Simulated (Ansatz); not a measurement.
# SiO2 (Fddd) in Ansatz: reference runs

How does SiO2 come out in PBE? The cell is run as given and disturbed.

Program: Ansatz 0.2.0. These are calculated values, not measurements. Logs are shortened: lines on timing, memory, paths and dates and some standing lists are left out, and cuts for length are marked.

## Step 1: The crystal as given

It takes space group Fddd (No. 70, orthorhombic). Conventional cell: a = 4.719 Å, b = 9.433 Å, c = 14.726 Å, α = 90.00°, β = 90.00°, γ = 90.00°. Si (site symmetry 2) is surrounded by 4 O at 1.60 to 1.62 Å. O (site symmetry 2) is surrounded by 2 Si at 1.62 Å. O (site symmetry -1) is surrounded by 2 Si at 1.60 Å.

The cell comes from a database or a generator and needn't be the stable form of this composition.

## Step 2: Single point, PBE

Input file input.yaml:

```yaml
crystal:
  lattice:
    - [0.0, 4.71625711, 7.3627753715]
    - [2.3595806657, 0.0, 7.3627753715]
    - [2.3595806657, 4.71625711, 0.0]
  atoms:
    - { symbol: Si, position: [0.93676892, 0.93676892, 0.56323108] }
    - { symbol: Si, position: [0.68676892, 0.68676892, 0.31323108] }
    - { symbol: Si, position: [0.31323108, 0.31323108, 0.68676892] }
    - { symbol: Si, position: [0.56323108, 0.56323108, 0.93676892] }
    - { symbol: O, position: [0.0634396, 0.4365604, 0.0634396] }
    - { symbol: O, position: [0.4365604, 0.0634396, 0.4365604] }
    - { symbol: O, position: [0.8134396, 0.1865604, 0.8134396] }
    - { symbol: O, position: [0.1865604, 0.8134396, 0.1865604] }
    - { symbol: O, position: [0.125, 0.625, 0.625] }
    - { symbol: O, position: [0.625, 0.625, 0.625] }
    - { symbol: O, position: [0.625, 0.625, 0.125] }
    - { symbol: O, position: [0.625, 0.125, 0.625] }
hamiltonian:
  xc: pbe
  pseudopotentials: { kind: paw }
kpoints:
  mp_grid: { grid: [7, 7, 7] }
scf:
  occupations: { method: fermi_dirac, width: 0.05 }
output:
  forces: true
  stress: true
  eigenvalues: true
```

Potentials or basis: Ansatz PAW.

Launch:

```sh
$ ansatz run input.yaml --threads 4 --pin off --max-ram 11264MiB --backend cpu --events-out ev --progress --plain --runs-dir out
```

Log:

```text
Warning: RAYON_NUM_THREADS=4 ignored (pool sized by the plan → 4); use --threads N
Engine: ansatz 0.2.0, aarch64-unknown-linux-gnu
Pseudopotentials: kind: paw
Pseudopotential: Si, paw, valence charge 4, recommended cutoff 420 eV (normal), Si.paw.azcp
Pseudopotential: O, paw, valence charge 6, recommended cutoff 420 eV (normal), O.paw.azcp
Functional definition: PBE
  parameter kappa = 0.804
  parameter beta = 0.06672455060314922
  exchange = pbe_x(kappa = kappa, mu = beta*pi^2/3)
  correlation = pbe_c(beta = beta)
Crystal: 12 atoms, lattice volume = 163.872 Å³
Basis set: ecut = 420 eV, 3169 PW (Γ), exchange–correlation on 120×108×72 points (8 copies of the dense FFT grid, shifted against one another)
Bands: 44, of which v1, the nominal top of the filled ones, is band 32 counted from 1 (31 counted from 0)
Symmetry: 8 space group operations
Space group: Fddd (ITA 70), of the structure as read, at distance tolerance 5.5e-5 Å
k-points: 64 of 343
Non-local potential: Si, projectors of the file, l = 0: 2, l = 1: 2, l = 2: 2
Non-local potential: O, projectors of the file, l = 0: 2, l = 1: 2, l = 2: 1
PAW form: soft (Blöchl's): semilocal exchange-correlation on the pseudo side does not see the compensation charge
PAW one-centre angular grid: Si, 110 points (default); XC on 64 Gauss nodes
PAW one-centre angular grid: O, 110 points (default); XC on 64 Gauss nodes
Initial density: superposition of atomic densities (neutral atoms: chi_scale 0, normalization atom), corrected by the library's trained network
Initial wavefunctions: pseudopotential atomic-orbital guess
Functional: x = pbe(κ = 0.804, μ = 0.2195149727645171), c = pbe(β = 0.06672455060314922)
SCF iter   1: F=—  HF=-7096.125740 eV  |F-HF|=—  |Δ(HF+E_count)|=         —  Δρ=1.48e-3  dr2=2.61e-3  ethr=1.77e-3  ⟨swp⟩=6.7  Hψ=14603  notcnv=0  defer=118
preconditioner: auto → Resta (q_TF=auto, 2.333 Å⁻¹)  ε∞=2.9  [insulator: Δε(μ)=5.767 eV  Ē_g=16.845 eV  σ=0.050 eV  W_gap=1.00  n_scr=30 (ndim 8)  ℏωp=23.2 eV  f_vac=0.190  D(μ)=0.00/eV (n_scr^D=0)  ε∞_Penn≈2.9]
SCF iter   2: F=—  HF=-7096.128341 eV  |F-HF|=—  |Δ(HF+E_count)|=   2.60e-3  Δρ=6.05e-4  dr2=2.27e-4  ethr=4.07e-6  ⟨swp⟩=2.3  Hψ=5263  notcnv=0  defer=209
SCF iter   3: F=—  HF=-7096.128994 eV  |F-HF|=—  |Δ(HF+E_count)|=   6.53e-4  Δρ=2.89e-4  dr2=7.60e-5  ethr=3.54e-7  ⟨swp⟩=2.9  Hψ=4872  notcnv=0  defer=57
automatic band count: iteration 3 solves 41 bands in place of 44: the levels show a gap, and the empty bands left out lie too high to hold charge; the band table lists the bands solved (type scf.n_extra_bands for more)
SCF iter   4: F=—  HF=-7096.129191 eV  |F-HF|=—  |Δ(HF+E_count)|=   1.97e-4  Δρ=3.66e-5  dr2=2.04e-6  ethr=1.19e-7  ⟨swp⟩=2.0  Hψ=4292  notcnv=0  defer=57
SCF iter   5: F=—  HF=-7096.129194 eV  |F-HF|=—  |Δ(HF+E_count)|=   3.72e-6  Δρ=1.39e-5  dr2=2.80e-7  ethr=3.19e-9  ⟨swp⟩=2.1  Hψ=3835  notcnv=0  defer=57
SCF iter   6: F=—  HF=-7096.129195 eV  |F-HF|=—  |Δ(HF+E_count)|=   2.54e-7  Δρ=1.13e-5  dr2=1.49e-7  ethr=1.56e-10  ⟨swp⟩=11.1  Hψ=13474  notcnv=0
SCF iter   7: F=-7096.129195 eV  HF=-7096.129195 eV  |F-HF|=5.98e-9  |Δ(HF+E_count)|=   3.23e-8  Δρ=2.40e-6  dr2=5.95e-9  ethr=1.56e-10  ⟨swp⟩=4.7  Hψ=8910  notcnv=0
SCF 1 converged in 7 iterations: F = -7096.129195 eV  dr2 = 5.95e-9
SCF converged after 7 iterations
Free energy (F): -7096.129195 eV
Harris-Foulkes:  -7096.129195 eV  (|F-HF|=5.98e-9)
Internal energy: -7096.129195 eV  (E = F + TS)
E sigma→0 (E₀):  -7096.129195 eV
Fermi energy:    4.774474 eV
--- Per-component energies (eV) ---
  E_band       = -325.224787
  E_kinetic    = 1613.117978
  E_local      = -4269.907249  (includes V_loc(G=0)·N_el)
  E_nonlocal   = 481.461050
  E_hartree    = 1553.125701
  E_xc         = -817.365937
  E_vxc        = -948.763351  (∫ρ·V_xc dr)
  E_paw        = -3325.923800  (= ΣΔE_a)
  E_vpaw       = -307.404156  (= ΣTr[D̂ρ^β])
  E_aug_tail   = 0.020939  (compensation charges beyond the density's cutoff)
  E_ewald      = -2330.657877
  E_smearing   = -0.000000  (= −TS)
  E_closure    = 0.000000  (closes the sum)
  Σ components = -7096.129195   (vs F -7096.129195, Δ=0.00e0)
--- Forces (eV/Å), atoms counted from 1 ---
  atom   1  Si     0.00000000     0.00000000     0.06808167
  atom   2  Si    -0.00000000     0.00000000     0.06808167
  atom   3  Si    -0.00000000     0.00000000    -0.06808167
  atom   4  Si     0.00000000    -0.00000000    -0.06808167
  atom   5  O     -0.00000000     0.36603051    -0.00000000
  atom   6  O      0.00000000    -0.36603051     0.00000000
  atom   7  O      0.00000000     0.36603051     0.00000000
  atom   8  O      0.00000000    -0.36603051     0.00000000
  atom   9  O      0.00000000    -0.00000000     0.00000000
  atom  10  O      0.00000000     0.00000000    -0.00000000
  atom  11  O      0.00000000     0.00000000     0.00000000
  atom  12  O      0.00000000     0.00000000    -0.00000000
  max |Σ_I F_I| component: 5.55e-17 eV/Å
--- Stress (GPa, compression-positive) ---
        4.867726       0.000000      -0.000000
        0.000000       5.141879       0.000000
       -0.000000       0.000000       4.963881
  P = ⅓ Tr σ = 4.9912 GPa (49.912 kbar)
--- Band table (eV; the first three rows and the last of 64) ---
  k-point 0: bands = ["-17.6084", "-16.6917", "-16.6583", "-15.6078", "-15.5653", "-15.4557", "-15.4199", "-15.4099", "-7.7933", "-5.9676", "-5.0517", "-4.0896", "-3.9329", "-3.5483", "-3.3226", "-3.0972", "-1.3385", "-0.8131", "-0.7972", "-0.7838", "-0.5936", "-0.3480", "-0.2892", "0.0389", "0.0742", "0.1908", "0.6428", "1.0557", "1.1770", "1.3733", "1.7701", "1.8130", "7.5911", "10.1407", "10.2192", "10.5302", "10.6467", "11.7227", "12.0696", "12.2283", "12.9787"]
  k-point 1: bands = ["-17.5411", "-16.7786", "-16.5501", "-15.6608", "-15.5805", "-15.4770", "-15.4464", "-15.4364", "-7.6112", "-6.0629", "-5.1139", "-4.0142", "-3.8282", "-3.5445", "-3.3983", "-3.1253", "-1.3592", "-1.1029", "-0.7689", "-0.7505", "-0.4105", "-0.2680", "-0.1883", "-0.0511", "0.0432", "0.1308", "0.7395", "1.0323", "1.1242", "1.3861", "1.6813", "1.7500", "7.9295", "10.3244", "10.4498", "10.5608", "10.8671", "11.6756", "12.0389", "12.3657", "12.5841"]
  k-point 2: bands = ["-17.3576", "-16.8288", "-16.4674", "-15.8890", "-15.5916", "-15.5115", "-15.4812", "-15.4587", "-7.1881", "-6.1893", "-5.2408", "-4.0603", "-3.7531", "-3.4842", "-3.3785", "-3.1522", "-1.3979", "-1.3143", "-0.7559", "-0.6865", "-0.6011", "-0.3333", "-0.1416", "0.0205", "0.0817", "0.3749", "0.7817", "0.9571", "1.0690", "1.4003", "1.5475", "1.6048", "8.7713", "10.6549", "10.7827", "11.0758", "11.2492", "11.5123", "11.9549", "12.1260", "12.5456"]
  k-point 63: bands = ["-17.3205", "-17.2878", "-15.9652", "-15.8808", "-15.5901", "-15.5729", "-15.4314", "-15.4298", "-7.1084", "-6.9623", "-4.3463", "-4.0721", "-3.9326", "-3.6793", "-3.3245", "-3.3227", "-1.1357", "-1.0869", "-0.7970", "-0.7522", "-0.5439", "-0.4866", "-0.0709", "-0.0501", "0.0959", "0.1958", "0.8897", "1.0072", "1.2117", "1.3152", "1.5337", "1.6354", "8.9395", "8.9682", "10.7363", "10.8077", "11.2111", "11.2530", "11.7609", "11.9955", "12.9356"]
```

It took 8.2 s on 4 threads of Arm Neoverse V1, shared host; peak memory 0.72 GiB.

What came out:

* Free energy: -7096.1292 eV
* Pressure: 5.0 GPa
* Largest force: 0.366 eV/Å
* Band gap on the k mesh: 5.78 eV, direct

Forces on the atoms (eV/Å):
```
Si   0.000  0.000  0.068
Si   0.000  0.000  0.068
Si   0.000  0.000 -0.068
Si   0.000  0.000 -0.068
O    0.000  0.366  0.000
O    0.000 -0.366  0.000
O    0.000  0.366  0.000
O    0.000 -0.366  0.000
O    0.000  0.000  0.000
O    0.000  0.000  0.000
O    0.000  0.000  0.000
O    0.000  0.000  0.000
```

Caveat: odd divisions of the mesh miss points on the zone boundary, where band edges often lie, so the gap on the mesh can be too wide; the pressure holds a Pulay correction of +0.6 GPa for the finite cutoff.

## Step 3: Single point, PBE (atoms moved at random, drawn with an rms of 0.05 Å)

Input file input.yaml:

```yaml
crystal:
  lattice:
    - [0.0, 4.71625711, 7.3627753715]
    - [2.3595806657, 0.0, 7.3627753715]
    - [2.3595806657, 4.71625711, 0.0]
  atoms:
    - { symbol: Si, position: [0.925475, 0.94898, 0.569088] }
    - { symbol: Si, position: [0.68862, 0.682466, 0.305161] }
    - { symbol: Si, position: [0.322067, 0.311505, 0.680503] }
    - { symbol: Si, position: [0.55574, 0.570369, 0.94119] }
    - { symbol: O, position: [0.059275, 0.445099, 0.069376] }
    - { symbol: O, position: [0.442629, 0.05456, 0.428596] }
    - { symbol: O, position: [0.804993, 0.185837, 0.821661] }
    - { symbol: O, position: [0.173163, 0.816842, 0.192749] }
    - { symbol: O, position: [0.114241, 0.636009, 0.636225] }
    - { symbol: O, position: [0.625738, 0.619714, 0.632165] }
    - { symbol: O, position: [0.632569, 0.61859, 0.122705] }
    - { symbol: O, position: [0.633026, 0.118091, 0.624294] }
hamiltonian:
  xc: pbe
  pseudopotentials: { kind: paw }
kpoints:
  mp_grid: { grid: [7, 7, 7] }
scf:
  occupations: { method: fermi_dirac, width: 0.05 }
output:
  forces: true
  stress: true
  eigenvalues: true
  write_density: true
  write_potential: true
  elf: true
  volumetric_format: npy
```

Potentials or basis: Ansatz PAW.

Launch:

```sh
$ ansatz run input.yaml --threads 4 --pin off --max-ram 11264MiB --backend cpu --events-out ev --progress --plain --runs-dir out
```

Wall time 45 s (4 threads of Arm Neoverse V1, shared host); peak memory 1.1 GiB.

The run converged. Its results:

| Item | Value |
| --- | --- |
| Free energy | -7095.5823 eV |
| Pressure | 5.5 GPa |
| Largest force | 3.221 eV/Å |
| Band gap on the k mesh | 5.58 eV, direct |

Forces on the atoms (eV/Å):
```
Si  -1.725  2.179 -0.222
Si   1.086  2.885  0.934
Si   0.456 -0.861 -1.886
Si   0.308  1.058 -2.063
O   -1.239  0.157  0.372
O    1.853  0.059  1.275
O    2.222  0.609  1.964
O   -1.599 -0.029  1.841
O   -0.566  0.430 -0.141
O   -1.059 -2.193  1.549
O   -0.844 -1.922 -1.848
O    1.107 -2.373 -1.774
```

Stress tensor (GPa, compression positive):
```
 3.80  0.39 -0.05
 0.39  7.40  3.13
-0.05  3.13  5.36
```

Levels at points of the mesh, in eV from the valence-band top:
```tsv
k point	band 30	band 31	band 32	band 33	band 34	band 35
(0.00, 0.00, 0.00)	-0.57	-0.20	0.00	5.58	7.97	8.22
```

Caveat: odd divisions of the mesh miss points on the zone boundary, where band edges often lie, so the gap on the mesh can be too wide; the pressure holds a Pulay correction of +0.6 GPa for the finite cutoff.
